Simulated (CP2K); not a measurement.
Here is a CP2K 2026.2 calculation.

The input cuau_vcrelax.inp:

```
&GLOBAL
  PROJECT cuau_vcrelax
  RUN_TYPE CELL_OPT
  PRINT_LEVEL LOW
&END GLOBAL
&FORCE_EVAL
  METHOD QS
  STRESS_TENSOR ANALYTICAL
  &DFT
    BASIS_SET_FILE_NAME BASIS_MOLOPT_UZH
    POTENTIAL_FILE_NAME POTENTIAL_UZH
    &MGRID
      CUTOFF 500
      REL_CUTOFF 60
      NGRIDS 4
    &END MGRID
    &QS
      METHOD GPW
      EPS_DEFAULT 1.0E-9
      EXTRAPOLATION USE_PREV_P
    &END QS
    &KPOINTS
      SCHEME MONKHORST-PACK 7 7 6
      GAMMA_CENTERED T
    &END KPOINTS
    &SCF
      SCF_GUESS ATOMIC
      EPS_SCF 1.0E-6
      MAX_SCF 100
      ADDED_MOS 16
      CHOLESKY OFF
      EPS_EIGVAL 1.0E-7
      &DIAGONALIZATION ON
        ALGORITHM STANDARD
      &END DIAGONALIZATION
      &MIXING ON
        METHOD BROYDEN_MIXING
        ALPHA 0.4
        BETA 1.5
        NBUFFER 8
      &END MIXING
      &SMEAR ON
        METHOD FERMI_DIRAC
        ELECTRONIC_TEMPERATURE [K] 580.226
      &END SMEAR
    &END SCF
    &XC
      &XC_FUNCTIONAL
        &GGA_X_PBE_SOL
        &END GGA_X_PBE_SOL
        &GGA_C_PBE_SOL
        &END GGA_C_PBE_SOL
      &END XC_FUNCTIONAL
    &END XC
    &PRINT
      &KPOINTS ON
      &END KPOINTS
      &MULLIKEN ON
        &EACH
          CELL_OPT 0
        &END EACH
        ADD_LAST NUMERIC
      &END MULLIKEN
      &MO ON
        ENERGIES T
        OCCUPATION_NUMBERS T
        &EACH
          QS_SCF 0
          CELL_OPT 0
        &END EACH
        ADD_LAST NUMERIC
      &END MO
    &END PRINT
  &END DFT
  &SUBSYS
    &CELL
      ABC 2.8107494552 2.8107494552 3.6850000000
      ALPHA_BETA_GAMMA 90.0000000000 90.0000000000 90.0000000000
      PERIODIC XYZ
    &END CELL
    &COORD
      Au  0.0000000000 0.0000000000 0.0000000000
      Cu  1.4053747276 1.4053747276 1.8425000000
    &END COORD
    &KIND Au
      BASIS_SET TZVP-MOLOPT-PBE-GTH-q11
      POTENTIAL GTH-PBE-q11
    &END KIND
    &KIND Cu
      BASIS_SET TZVP-MOLOPT-PBE-GTH-q11
      POTENTIAL GTH-PBE-q11
    &END KIND
    &PRINT
      &ATOMIC_COORDINATES ON
      &END ATOMIC_COORDINATES
      &CELL ON
      &END CELL
      &SYMMETRY ON
      &END SYMMETRY
    &END PRINT
  &END SUBSYS
  &PRINT
    &FORCES ON
    &END FORCES
    &STRESS_TENSOR ON
    &END STRESS_TENSOR
  &END PRINT
&END FORCE_EVAL
&MOTION
  &CELL_OPT
    OPTIMIZER BFGS
    MAX_ITER 40
    MAX_FORCE [eV*angstrom^-1] 0.03
    RMS_FORCE [eV*angstrom^-1] 0.03
    MAX_DR 1.0E-2
    RMS_DR 1.0E-2
    EXTERNAL_PRESSURE [bar] 0.0
    PRESSURE_TOLERANCE [bar] 500
    KEEP_SPACE_GROUP T
  &END CELL_OPT
  &PRINT
    &TRAJECTORY ON
    &END TRAJECTORY
    &CELL ON
    &END CELL
    &FORCES ON
    &END FORCES
    &STRESS ON
    &END STRESS
    &RESTART OFF
    &END RESTART
    &RESTART_HISTORY OFF
    &END RESTART_HISTORY
  &END PRINT
&END MOTION
```

Potentials or basis: POTENTIAL_UZH Au GTH-PBE-q11, Cu GTH-PBE-q11; TZVP-MOLOPT-PBE-GTH basis.

Run with:

```console
$ OMP_NUM_THREADS=1 cp2k.psmp -i cuau_vcrelax.inp -o cuau_vcrelax.out
```

(1) Predict the relaxed cell.

(2) Predict the band gap on the k mesh.

Answers

(1) a = 2.817 Å, b = 2.817 Å, c = 3.688 Å, α = 90.00°, β = 90.00°, γ = 90.00°.

(2) none (metal or under the smearing width).

Caveat: the basis of atomic orbitals isn't converged, which shifts pressures, moduli and gaps.
